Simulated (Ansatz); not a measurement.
## AlP₅ polymorphs, one row open

These are results of DFT PBE, scalar-relativistic, plane waves, PAW in Ansatz 0.2.0, not measurements. Settings: cutoff 420 eV, Γ-centred meshes spaced at most about 0.3 Å⁻¹, and about 0.25 Å⁻¹ or finer for metals (2π included), Gaussian smearing. No spin polarisation.

All energies are static (0 K, no zero-point motion). Rows are sorted by volume; energies count from the lowest form computed. Coordination counts P atoms around Al (those within 1.25 times the shortest such distance or 1.15 times the sum of covalent radii; a plus sign parts nearer from farther groups; the shortest distance is added where it is long for a bond).

```tsv
row	form	source	atoms	coordination	V (Å³/atom)	gap on mesh (eV)	ΔE (meV/atom)
1	F-43m	invented	6	Al 16 from 3.0 Å	15.3	0	432
2	P-6m2	invented	6	Al 6	15.5	0	0
3	P6/mmm	invented	6	Al 6 from 2.8 Å	16.3	0	380
4	P4/mmm	invented	6	Al 4	19.3	0	204
5	P6/mmm	invented	6	Al 6+18 from 4.0 Å	21.6	0	?
6	P-62m	invented	6	Al 2 from 2.7 Å	30.9	0	500
```

The cell of row 5:

```
CELL_PARAMETERS angstrom
7.92043 0.00000 0.00000
-3.96022 6.85930 0.00000
0.00000 0.00000 2.38713
ATOMIC_POSITIONS crystal
Al 0.00000 0.00000 0.50000
P 0.50000 0.00000 0.50000
P 0.00000 0.50000 0.50000
P 0.50000 0.50000 0.50000
P 0.33333 0.66667 0.50000
P 0.66667 0.33333 0.50000
```

Question: Estimate the missing energy, and say where the row ranks.

Answer: 256 meV/atom, which puts it above row 4 and below row 3. Counting P atoms around Al, row 5 has Al 6+18 from 4.0 Å and the lowest form (row 2) has Al 6. Row 5 holds P–P bonds in all directions (shortest 2.29 Å); in the lowest form (row 2) the shortest P–P distance is 2.48 Å, near bonding range too.

An observed structure of this formula, if there is one, may be missing.

Weakly bound directions are ill-defined at this level, which has no dispersion term (P6/mmm at 16.3 Å³/atom, P-62m), and this can change margins and order among such cells. Cells relaxed within their symmetry can be saddle points. Some types were kept out of the candidates beforehand, so the set may lack a known form.
